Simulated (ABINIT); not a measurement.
BaTiO3:

```
CELL_PARAMETERS angstrom
3.99980 0.00000 0.00000
0.00000 3.99980 0.00000
0.00000 0.00000 4.01800
ATOMIC_POSITIONS crystal
Ba 0.00000 0.00000 0.00000
Ti 0.50000 0.50000 0.49000
O 0.00000 0.50000 0.51700
O 0.50000 0.00000 0.51700
O 0.50000 0.50000 0.01900
```

```yaml
Program: ABINIT 10.8.3 (patched build)
Task: relaxation of cell and atoms
Functional: LDA
Potentials_or_basis: JTH PAW LDA v2.0
Cutoff: 626 eV
k_mesh: 7 × 7 × 7
Occupations: fermi-dirac, width 0.05 eV
Spin: no spin polarisation
```

At the start: pressure -7.2 GPa; volume 12.86 Å³/atom.

Task: Where does the relaxation end?

Result: Over 9 steps the energy falls by 12.8 meV/atom and the volume is 12.38 Å³/atom (-3.7 %); space group P4mm (No. 99, to 0.05 Å).

Step by step:
```
step  energy change (eV)  largest force (eV/Å)  pressure (GPa)  volume (Å³)
   1              0.0000                0.4243           -7.19        64.28
   2             -0.0490                0.2459           -3.39        62.88
   3             -0.0631                0.0211            0.30        61.72
   4             -0.0634                0.0123            0.08        61.78
   5             -0.0638                0.0200           -0.05        61.85
   6             -0.0639                0.0138           -0.07        61.89
   7             -0.0640                0.0230            0.01        61.90
   8             -0.0640                0.0121            0.00        61.92
   9             -0.0640                0.0004            0.00        61.91
```

Final structure:
```cif
data_structure
_symmetry_space_group_name_H-M 'P 1'
_symmetry_Int_Tables_number 1
_cell_length_a 3.9357
_cell_length_b 3.9357
_cell_length_c 3.9967
_cell_angle_alpha 90.000
_cell_angle_beta 90.000
_cell_angle_gamma 90.000
_cell_volume 61.91
loop_
_atom_site_label
_atom_site_type_symbol
_atom_site_fract_x
_atom_site_fract_y
_atom_site_fract_z
_atom_site_occupancy
Ba1 Ba 0.00000 0.00000 0.00063 1
Ti1 Ti 0.50000 0.50000 0.48658 1
O1 O 0.00000 0.50000 0.51572 1
O2 O 0.50000 0.00000 0.51572 1
O3 O 0.50000 0.50000 0.02436 1
```

Caveat: this set's barium file shifts pressures by 1.5 GPa and gaps by 0.1 eV against other sets; the atomic spheres overlap.
